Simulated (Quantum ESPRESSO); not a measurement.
**BaTiO3 under changes of volume**

One of the cells (12.858 Å³/atom); the others are scaled copies at fixed shape and fractional positions:

```xyz
5
Lattice="4.0060 0.0000 0.0000 0.0000 4.0060 0.0000 0.0000 0.0000 4.0060" Properties=species:S:1:pos:R:3 pbc="T T T"
Ba    2.0030    2.0030    2.0030
Ti    0.0000    0.0000    0.0000
O     0.0000    0.0000    2.0030
O     0.0000    2.0030    0.0000
O     2.0030    0.0000    0.0000
```

| Item | Value |
| --- | --- |
| Program | Quantum ESPRESSO 7.5 |
| Functional | PBEsol |
| Potentials or basis | GBRV 1.5 PBEsol |
| Cutoff | 612 eV |
| Density cutoff | 4898 eV |
| k mesh | 7 × 7 × 7 |
| Occupations | fermi-dirac, width 0.05 eV |
| Spin | no spin polarisation |

```csv
volume (Å³/atom),energy over the lowest point (meV/atom),pressure (GPa),gap on the mesh (eV)
12.086,12.74,8.1,1.92
12.343,?,?,?
12.601,0.00,-0.1,1.85
12.858,2.86,-3.6,1.81
13.115,10.98,-6.7,1.77
13.372,23.80,-9.5,1.73
13.629,40.84,-11.9,1.68
```

What does the run at 12.343 Å³/atom give?

Energy over the lowest point 3.07 meV/atom; pressure 3.8 GPa; gap on the mesh 1.89 eV.

Worked out: A Birch-Murnaghan fit of order 3 (a polynomial in V^(-2/3)) to the other rows has its minimum at 12.60 Å³/atom with B0 = V·E''(V) = 180 GPa and B' = 4.5. It gives 3.07 meV/atom at 12.343 Å³/atom, against the run's 3.07, and -dE/dV = 3.9 GPa, against 3.8. A parabola through the other rows of the gap, of slope -1.67 eV per unit of ln V there, gives 1.89 eV, against the run's 1.89.

Energies are extrapolated to zero smearing.

Caveats: spin-orbit coupling is left out, which moves the levels of the heavy elements; an odd mesh through Γ misses points on the zone boundary, where band edges often lie.
